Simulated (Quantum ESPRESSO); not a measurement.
Crystal: CaO.

```
Ca O
1.0
     0.00000    2.40356    2.40356
     2.40356    0.00000    2.40356
     2.40356    2.40356    0.00000
Ca O
1 1
Cartesian
  0.0000 0.0000 0.0000
  2.4036 2.4036 2.4036
```

The cell is a database's computed one.

Base run:

| Quantity | Value |
| --- | --- |
| Program | Quantum ESPRESSO 7.5 |
| Functional | LDA |
| Potentials or basis | PseudoDojo 0.4.1 SR LDA standard |
| Cutoff | 1143 eV |
| Density cutoff | 4572 eV |
| k mesh | 8 × 8 × 8, shifted |
| Occupations | fermi-dirac, width 0.05 eV |
| Spin | no spin polarisation |

Its results: pressure -7.3 GPa; electronic dielectric tensor (diagonal) 3.83.

After a change of settings the same cell gave: pressure -1.9 GPa; electronic dielectric tensor (diagonal) 3.82. Which change was it?
A. functional from LDA to BLYP; potentials or basis from PseudoDojo 0.4.1 SR LDA standard to PseudoDojo 0.4.1 SR PBE standard
B. functional from LDA to WC; potentials or basis from PseudoDojo 0.4.1 SR LDA standard to PseudoDojo 0.4.1 SR PBE standard
C. functional from LDA to AM05; potentials or basis from PseudoDojo 0.4.1 SR LDA standard to PseudoDojo 0.4.1 SR PBE standard
D. functional from LDA to PBEsol; potentials or basis from PseudoDojo 0.4.1 SR LDA standard to PseudoDojo 0.4.1 SR PBEsol standard

C.

Caveats: the cell is more than 3 GPa from zero pressure, which shifts response properties (some runs); the potentials were made for another functional, which shifts forces and pressure (some runs).

Runs at the PBE level aren't shown here.
